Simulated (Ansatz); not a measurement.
## AlN under changes of volume

One of the cells (8.421 Å³/atom); the others are scaled copies at fixed shape and fractional positions:

```xyz
2
Lattice="0.0000 2.0345 2.0345 2.0345 0.0000 2.0345 2.0345 2.0345 0.0000" Properties=species:S:1:pos:R:3 pbc="T T T"
Al    2.0345    2.0345    2.0345
N     0.0000    0.0000    0.0000
```

Measurements of this composition are mostly on another form, of space group No. 186.

* Program: Ansatz 0.2.0
* Functional: PBE0
* Potentials or basis: Ansatz PAW
* Cutoff: 420 eV (not typed: the program's choice for these potentials)
* k mesh: 6 × 6 × 6
* Occupations: fermi-dirac, width 0.05 eV
* Spin: no spin polarisation

| volume (Å³/atom) | energy over the lowest point (meV/atom) | pressure (GPa) | gap on the mesh (eV) |
| --- | --- | --- | --- |
| 7.916 | 7.49 | 9.9 | 7.22 |
| 8.085 | 0.46 | 3.5 | 7.03 |
| 8.253 | 0.00 | -2.3 | 6.80 |
| 8.421 | 5.32 | -7.6 | 6.59 |
| 8.590 | 15.87 | -12.4 | 6.38 |
| 8.758 | ? | ? | ? |
| 8.927 | 50.92 | -20.6 | 5.99 |

Problem. What does the run at 8.758 Å³/atom give?

Solution. Energy over the lowest point 31.14 meV/atom; pressure -16.7 GPa; gap on the mesh 6.18 eV.

Worked out: A Birch-Murnaghan fit of order 3 (a polynomial in V^(-2/3)) to the other rows has its minimum at 8.18 Å³/atom with B0 = V·E''(V) = 281 GPa and B' = 4.0. It gives 31.20 meV/atom at 8.758 Å³/atom, against the run's 31.14, and -dE/dV = -16.7 GPa, against -16.7. A parabola through the other rows of the gap, of slope -10.4 eV per unit of ln V there, gives 6.19 eV, against the run's 6.18.

Energies are extrapolated to zero smearing.

Caveats: all runs use coarse meshes; the PAW data sets come from PBE, with cores solved anew for the run's functional, which leaves a small shift of forces and pressure; the thresholds are loose for stress.

A mesh can miss the band edges.
